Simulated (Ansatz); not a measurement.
A single-point calculation of CdSe (wurtzite) with the plane-wave code Ansatz, at the level PBE. The cell was relaxed with r2SCAN and then strained (uniaxial +1.0 % along z, other directions held), with the atoms relaxed again with r2SCAN; k points keep the names of the unstrained zone.

Input (YAML):
```yaml
crystal:
  lattice:
    - [4.3407236653, 0.0, 0.0]
    - [-2.1703618326, 3.759176965, 0.0]
    - [0.0, 0.0, 7.1474124423]
  atoms:
    - { symbol: Cd, position: [0.3333333333, 0.6666666667, 0.0005782422] }
    - { symbol: Cd, position: [0.6666666667, 0.3333333333, 0.5005782422] }
    - { symbol: Se, position: [0.3333333333, 0.6666666667, 0.3744217578] }
    - { symbol: Se, position: [0.6666666667, 0.3333333333, 0.8744217578] }
kpoints:
  mp_grid: { grid: [12, 12, 4] }
  band_path:
    path:
      - [0.0, 0.0, 0.0]
      - [0.5, 0.0, 0.0]
      - [0.3333333333, 0.3333333333, 0.0]
      - [0.0, 0.0, 0.5]
      - [0.5, 0.0, 0.5]
      - [0.3333333333, 0.3333333333, 0.5]
    npoints: 1
hamiltonian:
  xc: pbe
scf:
  occupations: { method: fermi_dirac, width: 0.02 }
  n_extra_bands: 5
output:
  forces: true
  stress: true
  eigenvalues: true
```

Command: `ansatz run input.yaml --threads 2 --pin off --max-ram 29491MiB --backend cpu --events-out ev --progress --plain --runs-dir out`. It took 11 s on 2 threads of AMD EPYC 7R13 Processor (Zen 3), with other jobs on the host; peak host memory 0.61 GiB.

The log, with set-up remarks and timings taken out:
```
Functional definition: PBE
Crystal: 4 atoms, lattice volume = 116.628 Å³
Basis set: ecut = 420 eV, 2273 PW (Γ)
Bands: 41, of which v1, the nominal top of the filled ones, is band 36 counted from 1 (35 counted from 0)
Symmetry: 12 space group operations
Space group: P63mc (ITA 186)
k-points: 57 of 576 (time reversal used)
SCF iter   1: HF=-27449.580395 eV  Δρ=1.00e-3  dr2=2.44e-3
SCF iter   2: HF=-27449.581409 eV  Δρ=5.57e-4  dr2=6.94e-4
SCF iter   3: HF=-27449.581445 eV  Δρ=2.18e-4  dr2=4.96e-5
SCF iter   4: HF=-27449.581445 eV  Δρ=1.09e-4  dr2=1.59e-5
SCF iter   5: HF=-27449.581469 eV  Δρ=4.26e-5  dr2=3.00e-6
SCF iter   6: HF=-27449.581470 eV  Δρ=1.25e-5  dr2=1.64e-7
SCF iter   7: HF=-27449.581471 eV  Δρ=6.55e-6  dr2=4.14e-8
SCF 1 converged in 7 iterations: F = -27449.581471 eV  dr2 = 4.14e-8
SCF converged after 7 iterations
Free energy (F): -27449.581471 eV
Fermi energy:    7.280078 eV
--- Stress (GPa, compression-positive) ---
        1.062071       0.000000       0.000000
        0.000000       1.062071       0.000000
        0.000000       0.000000       0.710732
  P = ⅓ Tr σ = 0.9450 GPa (9.450 kbar)
```

The file bands.tsv (bands near the Fermi energy, numbered from 0, rounded):
```tsv
# k_distance	band_31	band_32	band_33	band_34	band_35	band_36	band_37	band_38	band_39
# fermi_ev = 7.280078
# [0, 0, 0] at k_distance = 0.000000
# [0.5, 0, 0] at k_distance = 0.835713
# [0.3333333333, 0.3333333333, 0] at k_distance = 1.318212
# [0, 0, 0.5] at k_distance = 2.378598
# [0.5, 0, 0.5] at k_distance = 3.214311
# [0.3333333333, 0.3333333333, 0.5] at k_distance = 3.696810
# levels_relative_to = fermi_ev
0.000	-0.998	-0.998	-0.377	-0.296	-0.296	0.276	1.925	5.596	5.596
0.836	-3.804	-2.817	-2.020	-1.565	-1.003	2.817	3.071	4.441	5.638
1.318	-3.954	-3.157	-2.076	-2.076	-1.883	3.957	4.314	4.314	6.662
2.379	-2.906	-0.662	-0.662	-0.662	-0.662	2.017	2.017	5.462	5.462
3.214	-4.331	-1.616	-1.616	-1.549	-1.549	2.592	2.592	4.548	4.548
3.697	-4.231	-2.586	-2.586	-1.388	-1.388	3.357	3.357	5.462	5.462
```
In order the rows are Γ, M, K, A, L, H.

With PBE the gap is 0.57 eV and direct, at Γ. Edges are sought over the mesh and the listed points. With the atoms held, the mean pressure is +0.94 GPa (compression positive).

(Simulation; spin polarisation is off.)

The runs are scalar-relativistic, without spin-orbit coupling.
